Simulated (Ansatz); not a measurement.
# TiCo (Pm-3m) in Ansatz: notebook

The runs below take TiCo through band structure, with BLYP, r2SCAN.

Program: Ansatz 0.2.0. These are calculated values, not measurements. Logs are shortened: lines on timing, memory, paths and dates and some standing lists are left out, and cuts for length are marked.

## Step 1: The crystal as given

Symmetry: Pm-3m, No. 221, cubic system. Conventional cell: a = 2.986 Å, b = 2.986 Å, c = 2.986 Å, α = 90.00°, β = 90.00°, γ = 90.00°. Co (site symmetry m-3m) has 8 Ti at 2.59 Å as nearest neighbours. Around Ti (site symmetry m-3m) lie 8 Co at 2.59 Å.

The cell comes from a database or a generator and needn't be the stable form of this composition.

## Step 2: Band structure, BLYP, collinear spin, ferromagnetic start

input.yaml reads:

```yaml
crystal:
  lattice:
    - [2.98611099, 0.0, 0.0]
    - [0.0, 2.98611099, 0.0]
    - [0.0, 0.0, 2.98611099]
  atoms:
    - { symbol: Co, position: [0.5, 0.5, 0.5], spin: 2.0 }
    - { symbol: Ti, position: [0.0, 0.0, 0.0], spin: 1.0 }
hamiltonian:
  xc: blyp
  pseudopotentials: { kind: paw }
magnetization:
  spin_polarized: true
kpoints:
  mp_grid: { grid: [9, 9, 9] }
  band_path:
    path:
      - [[0.0, 0.0, 0.0], [0.0, 0.5, 0.0], [0.5, 0.5, 0.0], [0.0, 0.0, 0.0], [0.5, 0.5, 0.5], [0.0, 0.5, 0.0]]
      - [[0.5, 0.5, 0.0], [0.5, 0.5, 0.5]]
    npoints: 14
scf:
  occupations: { method: fermi_dirac, width: 0.05 }
  n_extra_bands: 6
output:
  forces: true
  stress: true
  eigenvalues: true
  fatbands: false
```

Potentials or basis: Ansatz PAW.

Command:

```bash
$ ansatz run input.yaml --threads 2 --pin off --max-ram 5632MiB --backend cpu --events-out ev --progress --plain --runs-dir out
```

Log:

```text
Warning: RAYON_NUM_THREADS=2 ignored (pool sized by the plan → 2); use --threads N
scf.n_extra_bands = 6 over 15 filled bands (N_el = 29.0): the run solves 21 bands
Engine: ansatz 0.2.0, x86_64-unknown-linux-gnu
Pseudopotentials: kind: paw
Pseudopotential: Co, paw, valence charge 17, recommended cutoff 420 eV (normal), Co.paw.azcp
Pseudopotential: Ti, paw, valence charge 12, recommended cutoff 420 eV (normal), Ti.paw.azcp
Functional definition: BLYP
  parameter beta = 0.0042
  parameter a = 0.04918
  parameter b = 0.132
  parameter c = 0.2533
  parameter d = 0.349
  exchange = b88_x(beta = beta)
  correlation = lyp_c(a = a, b = b, c = c, d = d)
Crystal: 2 atoms, lattice volume = 26.627 Å³
Basis set: ecut = 420 eV, 485 PW (Γ), exchange–correlation on 40×40×40 points (8 copies of the dense FFT grid, shifted against one another)
Bands: 21, of which v1, the nominal top of the filled ones, is band 15 counted from 1 (14 counted from 0)
Symmetry: 48 space group operations
Space group: Pm-3m (ITA 221), of the structure as read, at distance tolerance 3.0e-5 Å
Magnetic group: BNS 221.92 (UNI 1594), of the structure as read, at distance tolerance 3.0e-5 Å
k-points: 35 of 729
Non-local potential: Co, projectors of the file, l = 0: 3, l = 1: 2, l = 2: 3, l = 3: 1
Non-local potential: Ti, projectors of the file, l = 0: 3, l = 1: 2, l = 2: 3, l = 3: 1
PAW form: soft (Blöchl's): semilocal exchange-correlation on the pseudo side does not see the compensation charge
PAW frozen core: Co, regenerated for the run's functional, and the local potential with it (the file was generated under x = pbe(κ = 0.804, μ = 0.2195149727645171), c = pbe(β = 0.06672455060314922))
PAW frozen core: Ti, regenerated for the run's functional, and the local potential with it (the file was generated under x = pbe(κ = 0.804, μ = 0.2195149727645171), c = pbe(β = 0.06672455060314922))
PAW one-centre angular grid: Co, 590 points (default); XC on 64 Gauss nodes
PAW one-centre angular grid: Ti, 590 points (default); XC on 64 Gauss nodes
Initial density: superposition of atomic densities (chi_scale 0.1, normalization cell)
Starting moments: Σ|m| = 3 μB on 2 of 2 sites
Initial wavefunctions: pseudopotential atomic-orbital guess
Functional: x = b88, c = lyp
SCF iter   1: F=—  HF=-7640.747787 eV  |F-HF|=—  |Δ(HF+E_count)|=         —  Δρ=1.20e-1 (↑1.20e-1 ↓6.48e-2)  dr2=1.33e0  dr2_m=1.86e0  M=0.947 μB ∫|m|=1.171 μB  β_m=0.30  ethr=3.10e-3  ⟨swp⟩=4.0  Hψ=5503  notcnv=0
Mixer restart at iter 1: flushing history
preconditioner: auto → none  [metal: Δε(μ)=0.005 eV  Ē_g=6.112 eV  σ=0.050 eV  W_gap=0.03  n_scr=6 (ndim 8)  ℏωp=25.9 eV  f_vac=0.000  D(μ)=2.00/eV (n_scr^D=26)  sad-step TF]
SCF iter   2: F=—  HF=-7640.283707 eV  |F-HF|=—  |Δ(HF+E_count)|=   4.64e-1  Δρ=7.05e-2 (↑7.05e-2 ↓6.50e-2)  dr2=7.01e-1  dr2_m=9.93e-1  M=0.929 μB ∫|m|=1.115 μB  β_m=0.59  ethr=3.10e-3  ⟨swp⟩=2.0  Hψ=2405  notcnv=0  defer=50
SCF iter   3: F=—  HF=-7641.571686 eV  |F-HF|=—  |Δ(HF+E_count)|=    1.29e0  Δρ=9.84e-2 (↑9.84e-2 ↓6.95e-2)  dr2=5.27e0  dr2_m=9.72e-2  M=0.837 μB ∫|m|=1.108 μB  β_m=0.36  ethr=2.42e-3  ⟨swp⟩=3.5  Hψ=3416  notcnv=0  defer=50  recentre
SCF iter   4: F=—  HF=-7640.863205 eV  |F-HF|=—  |Δ(HF+E_count)|=   7.08e-1  Δρ=1.94e-2 (↑1.49e-2 ↓1.94e-2)  dr2=2.77e-2  dr2_m=6.79e-2  M=0.861 μB ∫|m|=1.032 μB  β_m=0.47  ethr=2.42e-3  ⟨swp⟩=2.7  Hψ=3567  notcnv=0  defer=21
SCF iter   5: F=—  HF=-7640.990331 eV  |F-HF|=—  |Δ(HF+E_count)|=   1.27e-1  Δρ=7.47e-3 (↑1.86e-3 ↓7.47e-3)  dr2=8.94e-3  dr2_m=4.29e-3  M=0.816 μB ∫|m|=0.987 μB  β_m=0.73  ethr=9.54e-5  ⟨swp⟩=2.2  Hψ=2814  notcnv=0  defer=27
SCF iter   6: F=—  HF=-7640.994574 eV  |F-HF|=—  |Δ(HF+E_count)|=   4.24e-3  Δρ=2.09e-3 (↑2.09e-3 ↓1.27e-3)  dr2=1.33e-3  dr2_m=2.44e-4  M=0.785 μB ∫|m|=0.945 μB  β_m=0.82  ethr=3.08e-5  ⟨swp⟩=2.0  Hψ=2897  notcnv=0  defer=27
SCF iter   7: F=—  HF=-7640.995834 eV  |F-HF|=—  |Δ(HF+E_count)|=   1.26e-3  Δρ=1.49e-3 (↑1.49e-3 ↓8.06e-4)  dr2=9.41e-4  dr2_m=3.51e-5  M=0.784 μB ∫|m|=0.938 μB  β_m=0.91  ethr=4.59e-6  ⟨swp⟩=2.5  Hψ=2153  notcnv=0  defer=27
SCF iter   8: F=—  HF=-7640.995902 eV  |F-HF|=—  |Δ(HF+E_count)|=   6.72e-5  Δρ=3.10e-4 (↑3.10e-4 ↓2.16e-4)  dr2=7.17e-6  dr2_m=1.60e-5  M=0.781 μB ∫|m|=0.932 μB  β_m=0.85  ethr=3.24e-6  ⟨swp⟩=2.0  Hψ=1771  notcnv=0  defer=27
SCF iter   9: F=—  HF=-7640.995902 eV  |F-HF|=—  |Δ(HF+E_count)|=   1.79e-7  Δρ=1.00e-4 (↑1.00e-4 ↓6.40e-5)  dr2=4.99e-6  dr2_m=2.22e-7  M=0.780 μB ∫|m|=0.931 μB  β_m=0.93  ethr=2.47e-8  ⟨swp⟩=2.6  Hψ=2427  notcnv=0  defer=27
SCF iter  10: F=—  HF=-7640.995903 eV  |F-HF|=—  |Δ(HF+E_count)|=   1.28e-6  Δρ=2.41e-5 (↑1.18e-5 ↓2.41e-5)  dr2=5.53e-8  dr2_m=7.59e-8  M=0.780 μB ∫|m|=0.930 μB  β_m=0.96  ethr=1.72e-8  ⟨swp⟩=2.0  Hψ=1847  notcnv=0  defer=27
SCF iter  11: F=—  HF=-7640.995903 eV  |F-HF|=—  |Δ(HF+E_count)|=   1.35e-8  Δρ=4.46e-6 (↑1.18e-6 ↓4.46e-6)  dr2=3.87e-9  dr2_m=1.11e-9  M=0.780 μB ∫|m|=0.931 μB  β_m=0.92  ethr=1.91e-10  ⟨swp⟩=2.1  Hψ=2457  notcnv=0  defer=27
SCF iter  12: F=-7640.995903 eV  HF=-7640.995903 eV  |F-HF|=1.36e-9  |Δ(HF+E_count)|=  7.70e-10  Δρ=2.48e-6 (↑3.58e-7 ↓2.48e-6)  dr2=1.56e-9  dr2_m=3.01e-10  M=0.780 μB ∫|m|=0.931 μB  ethr=1.33e-11  ⟨swp⟩=3.8  Hψ=4210  notcnv=0
SCF 1 converged in 12 iterations: F = -7640.995903 eV  dr2 = 1.56e-9
NSCF: frozen V_eff on 86 k-points
SCF converged after 12 iterations
Magnetization: 0.7800 μB (14.8900 up, 14.1100 down)
Absolute magnetization: 0.9384 μB (∫|ρ↑−ρ↓|, with the PAW one-centre terms)
Spin contamination: 0.0581 ħ² per cell (⟨S²⟩ above its minimum at these occupations)
Per-site moments (μB) at R_I (Å): [(0.8373352489976817, 1.0667447900422087), (-0.0032985809316624167, 1.0667447900422087)]
Free energy (F): -7640.995903 eV
Harris-Foulkes:  -7640.995903 eV  (|F-HF|=1.36e-9)
Internal energy: -7640.978200 eV  (E = F + TS)
E sigma→0 (E₀):  -7640.987051 eV
Entropy (-TS):   -0.017703 eV (-8.852 meV/atom)
Fermi energy:    17.138809 eV
--- Per-component energies (eV) ---
  E_band       = -389.841042
  E_kinetic    = 730.976777
  E_local      = -3891.612000  (includes V_loc(G=0)·N_el)
  E_nonlocal   = 459.751935
  E_hartree    = 1647.920864
  E_xc         = -254.326052
  E_vxc        = -323.768089  (∫ρ·V_xc dr)
  E_paw        = -2582.664466  (= ΣΔE_a)
  E_vpaw       = -661.028887  (= ΣTr[D̂ρ^β])
  E_aug_tail   = 0.000158  (compensation charges beyond the density's cutoff)
  E_ewald      = -3751.049440
  E_core_change = 0.024024  (= ΣΔE_core)
  E_smearing   = -0.017703  (= −TS)
  E_closure    = -0.000000  (closes the sum)
  Σ components = -7640.995903   (vs F -7640.995903, Δ=0.00e0)
--- Forces (eV/Å), atoms counted from 1 ---
  atom   1  Co     0.00000000    -0.00000000    -0.00000000
  atom   2  Ti    -0.00000000     0.00000000    -0.00000000
  max |Σ_I F_I| component: 6.82e-29 eV/Å
--- Stress (GPa, compression-positive) ---
        4.647302       0.000000       0.000000
       -0.000000       4.647302      -0.000000
        0.000000       0.000000       4.647302
  P = ⅓ Tr σ = 4.6473 GPa (46.473 kbar)
--- Band table (eV; the first three rows and the last of 70) ---
  k-point 0 ↑: bands = ["-78.3061", "-41.6700", "-41.6700", "-41.6700", "-39.9589", "-16.1500", "-16.1500", "-16.1500", "9.5442", "13.0180", "13.0180", "15.2587", "15.2587", "15.2587", "17.6123", "17.6123", "19.6829", "19.6829", "19.6829", "26.0660", "26.0660"]
  k-point 1 ↑: bands = ["-78.3059", "-41.6741", "-41.6697", "-41.6697", "-39.9537", "-16.1854", "-16.1475", "-16.1475", "9.7877", "13.1141", "13.1259", "15.2426", "15.2426", "15.2986", "17.5057", "17.6548", "19.3756", "19.3756", "19.6335", "24.9700", "26.6161"]
  k-point 2 ↑: bands = ["-78.3055", "-41.6843", "-41.6691", "-41.6691", "-39.9405", "-16.2744", "-16.1412", "-16.1412", "10.4856", "13.3837", "13.3902", "15.2070", "15.2070", "15.4038", "17.2074", "17.6886", "18.7204", "18.7204", "19.5038", "23.0006", "28.0035"]
  k-point 34 ↓: bands = ["-77.3121", "-40.7280", "-40.7279", "-40.7279", "-39.8621", "-16.3600", "-16.3599", "-16.3599", "14.5857", "14.7466", "14.7466", "15.0638", "15.1021", "15.1021", "17.1470", "17.1470", "20.0035", "20.0035", "24.0060", "24.5668", "25.4106"]
```

It took 1.2 s on 2 threads of AMD EPYC 9R45 (Zen 5), shared host; peak memory 0.47 GiB.

Results:

```yaml
Free_energy: -7640.9959 eV
Pressure: 4.6 GPa
Band_gap_on_the_k_mesh: none (metal or under the smearing width)
Net_moment: 0.78 μB per cell
Absolute_moment: 0.94 μB per cell
Site_moments: Co +0.84; Ti -0.00 μB
```

Levels at the corners of the path, in eV from the Fermi level:
Spin up:
| point | band 12 | band 13 | band 14 | band 15 | band 16 | band 17 | band 18 | band 19 |
| --- | --- | --- | --- | --- | --- | --- | --- | --- |
| Γ | -1.88 | -1.88 | -1.88 | 0.47 | 0.47 | 2.54 | 2.54 | 2.54 |
| X | -1.97 | -1.97 | -1.50 | -0.74 | -0.53 | 0.55 | 0.55 | 2.09 |
| M | -2.75 | -1.40 | -0.75 | 0.76 | 0.76 | 1.06 | 2.36 | 2.36 |
| Γ | -1.88 | -1.88 | -1.88 | 0.47 | 0.47 | 2.54 | 2.54 | 2.54 |
| R | -2.12 | -2.12 | -2.12 | -1.37 | -1.37 | 3.04 | 3.04 | 6.68 |
| X | -1.97 | -1.97 | -1.50 | -0.74 | -0.53 | 0.55 | 0.55 | 2.09 |
| M | -2.75 | -1.40 | -0.75 | 0.76 | 0.76 | 1.06 | 2.36 | 2.36 |
| R | -2.12 | -2.12 | -2.12 | -1.37 | -1.37 | 3.04 | 3.04 | 6.68 |
Spin down:
```
point  band 10  band 11  band 12  band 13  band 14  band 15  band 16  band 17  band 18  band 19
    Γ    -3.53    -3.53    -1.41    -1.41    -1.41     0.97     0.97     2.65     2.65     2.65
    X    -3.67    -1.94    -1.47    -1.47    -0.97    -0.81     0.52     0.58     0.58     2.12
    M    -3.69    -2.37    -2.37    -0.08     0.21     0.75     0.75     1.20     2.55     2.55
    Γ    -3.53    -3.53    -1.41    -1.41    -1.41     0.97     0.97     2.65     2.65     2.65
    R    -2.36    -2.36    -2.10    -2.10    -2.10    -0.05    -0.05     3.01     3.01     6.92
    X    -3.67    -1.94    -1.47    -1.47    -0.97    -0.81     0.52     0.58     0.58     2.12
    M    -3.69    -2.37    -2.37    -0.08     0.21     0.75     0.75     1.20     2.55     2.55
    R    -2.36    -2.36    -2.10    -2.10    -2.10    -0.05    -0.05     3.01     3.01     6.92
```

Caveat: the PAW data sets come from PBE, with cores solved anew for the run's functional, which leaves a small shift of forces and pressure.

## Step 3: Band structure, r2SCAN, collinear spin, ferromagnetic start

input.yaml: that of step 2 with these lines changed.

```diff
@@ -9,3 +9,3 @@
 hamiltonian:
-  xc: blyp
+  xc: r2scan
   pseudopotentials: { kind: paw }
```

Potentials or basis: Ansatz PAW.

Command:

```bash
$ ansatz run input.yaml --threads 2 --pin off --max-ram 5632MiB --backend cpu --events-out ev --progress --plain --runs-dir out
```

Run time: 2.5 s. Hardware: 2 threads of AMD EPYC 9R45 (Zen 5), shared host; peak memory 0.52 GiB.

It converged, with:

| Property | Result |
| --- | --- |
| Free energy | -7636.7564 eV |
| Pressure | 0.4 GPa |
| Band gap on the k mesh | none (metal or under the smearing width) |
| Net moment | 0.87 μB per cell |
| Absolute moment | 1.94 μB per cell |
| Site moments | Co +1.40; Ti -0.27 μB |

Levels at the corners of the path, in eV from the Fermi level:
Spin up:
| point | band 11 | band 12 | band 13 | band 14 | band 15 | band 16 | band 17 | band 18 | band 19 | band 20 |
| --- | --- | --- | --- | --- | --- | --- | --- | --- | --- | --- |
| Γ | -4.73 | -2.35 | -2.35 | -2.35 | 0.58 | 0.58 | 2.92 | 2.92 | 2.92 | 9.24 |
| X | -3.71 | -2.50 | -2.50 | -2.04 | -1.23 | -0.28 | 0.88 | 0.88 | 2.55 | 4.39 |
| M | -3.15 | -3.15 | -2.37 | -1.27 | 0.65 | 0.65 | 1.33 | 2.60 | 2.60 | 3.64 |
| Γ | -4.73 | -2.35 | -2.35 | -2.35 | 0.58 | 0.58 | 2.92 | 2.92 | 2.92 | 9.24 |
| R | -3.28 | -2.35 | -2.35 | -2.07 | -2.07 | -2.07 | 3.72 | 3.72 | 6.98 | 8.72 |
| X | -3.71 | -2.50 | -2.50 | -2.04 | -1.23 | -0.28 | 0.88 | 0.88 | 2.55 | 4.39 |
| M | -3.15 | -3.15 | -2.37 | -1.27 | 0.65 | 0.65 | 1.33 | 2.60 | 2.60 | 3.64 |
| R | -3.28 | -2.35 | -2.35 | -2.07 | -2.07 | -2.07 | 3.72 | 3.72 | 6.98 | 8.72 |
Spin down:
```tsv
point	band 12	band 13	band 14	band 15	band 16	band 17
Γ	-1.41	-1.41	-1.41	1.61	1.61	2.90
X	-1.53	-1.16	-0.97	-0.92	0.69	0.69
M	-2.45	0.19	0.19	1.08	1.15	1.29
Γ	-1.41	-1.41	-1.41	1.61	1.61	2.90
R	-2.36	-2.36	-2.36	1.12	1.12	3.26
X	-1.53	-1.16	-0.97	-0.92	0.69	0.69
M	-2.45	0.19	0.19	1.08	1.15	1.29
R	-2.36	-2.36	-2.36	1.12	1.12	3.26
```

Caveat: the magnetic or orbital state may not be the lowest; the PAW data sets come from PBE, with cores solved anew for the run's functional, which leaves a small shift of forces and pressure; the starting moments weren't kept.
